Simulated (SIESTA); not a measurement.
A run of SIESTA 5.4.2 is set up as follows.

C.fdf

```
SystemName                      C
SystemLabel                     C
NumberOfSpecies                 1
NumberOfAtoms                   4
%block ChemicalSpeciesLabel
  1   6 C
%endblock ChemicalSpeciesLabel

LatticeConstant                 1.0 Ang
%block LatticeVectors
     2.4561700000     0.0000000000     0.0000000000
    -1.2280850000     2.1271060000     0.0000000000
     0.0000000000     0.0000000000    23.5238030000
%endblock LatticeVectors
AtomicCoordinatesFormat         Ang
%block AtomicCoordinatesAndAtomicSpecies
    -0.0000012281     1.4180713757     7.5000000153  1
     1.2280862281     0.7090346243     7.5000000153  1
    -0.0000012281     1.4180713757    16.0238029847  1
     1.2280862281     0.7090346243    16.0238029847  1
%endblock AtomicCoordinatesAndAtomicSpecies

%block kgrid.MonkhorstPack
    9   0   0  0.0
    0   9   0  0.0
    0   0   1  0.0
%endblock kgrid.MonkhorstPack
XC.Functional                   GGA
XC.Authors                      PBE
PAO.BasisSize                   DZP
PAO.EnergyShift                 0.003 Ry
Mesh.Cutoff                     500 Ry
OccupationFunction              FD
ElectronicTemperature           0.05 eV
Slab.DipoleCorrection           vacuum
MaxSCFIterations                120
SCF.MustConverge                false
SCF.Mixer.Method                Pulay
SCF.Mixer.Weight                0.25
SCF.Mixer.History               8
SCF.DM.Tolerance                5.0e-05
SCF.H.Tolerance                 1.0e-03 eV
WriteForces                     true
Charge.Mulliken                 end
%block ProjectedDensityOfStates
  EF -25.0 5.0 0.1 301 eV
%endblock ProjectedDensityOfStates
%block PDOS.kgrid.MonkhorstPack
   14   0   0  0.0
    0  14   0  0.0
    0   0   1  0.0
%endblock PDOS.kgrid.MonkhorstPack
```

Potentials or basis: PseudoDojo 0.4 standard (PBE files), DZP (energy shift 0.003 Ry).

Command:

```bash
$ siesta < C.fdf > C.out 2>&1
```

Question: Predict the band gap on the k mesh.

Answer: None (metal or under the smearing width).

Stress tensor (GPa, compression positive):
```
5.96 0.00 0.00
0.00 5.96 0.00
0.00 0.00 0.00
```

Caveat: the basis of atomic orbitals isn't converged, which shifts pressures, moduli and gaps.
